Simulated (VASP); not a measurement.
Wanted: the native input for a VASP 6.6.1 run.

```
Task                   : relaxation of cell and atoms
Functional             : PBE
Potentials or basis    : VASP PAW PBE potentials, release 64 (Nb_sv, As)
Cutoff                 : 520 eV
k mesh                 : 18 × 18 × 18
Occupations            : gaussian, width 0.1 eV
Spin                   : no spin polarisation
Further INCAR settings : ALGO = Normal; EDIFF = 1e-07; IBRION = 2; EDIFFG = -0.15; NSW = 80; ISIF = 3
```

The structure of NbAs lies in POSCAR:

```
NbAs
1.0
   -1.7258500000      1.7258500000      5.8400000000
    1.7258500000     -1.7258500000      5.8400000000
    1.7258500000      1.7258500000     -5.8400000000
Nb As
2 2
Direct
    0.0000000000      0.0000000000      0.0000000000
    0.7500000000      0.2500000000      0.5000000000
    0.4160000000      0.4160000000      0.0000000000
    0.1660000000      0.6660000000      0.5000000000
```

One way to write it, as run:

INCAR

```
SYSTEM = NbAs
  PREC = Accurate
  ENCUT = 520
  EDIFF = 1E-7
  ISMEAR = 0
  SIGMA = 0.1
  LREAL = .False.
  LASPH = .True.
  NELM = 80
  ALGO = Normal
  ISIF = 3
  LWAVE = .False.
  LCHARG = .False.
  GGA = PE
  IBRION = 2
  NSW = 80
  EDIFFG = -0.15
```

KPOINTS

```
regular mesh
0
Gamma
  18 18 18
  0 0 0
```

Potentials or basis: VASP PAW PBE potentials, release 64 (Nb_sv, As).

Run with:

```sh
$ cat potpaw_PBE.64/Nb_sv/POTCAR potpaw_PBE.64/As/POTCAR > POTCAR
$ mpirun -np 1 vasp_std > vasp.out
```

Results of the run:

- Relaxed volume: 17.77 Å³/atom
- Relaxed cell: a = 6.379 Å, b = 6.379 Å, c = 6.379 Å, α = 148.39°, β = 148.39°, γ = 45.31°
- Space group after relaxing (to 0.05 Å): I4_1md (No. 109)
- Energy gained by relaxing: 4.6 meV/atom
- Ionic steps: 3
- Pressure after relaxing: -0.4 GPa
- Largest force after relaxing: 0.132 eV/Å
- Band gap on the k mesh: none (metal or under the smearing width)

Caveat: the relaxation stopped at a loose force limit of 0.15 eV/Å, so its end isn't a converged minimum.

It took 39 min on 1 thread of Intel(R) Xeon(R) 6975P-C (Granite Rapids), on a shared host, peak memory 0.88 GiB.
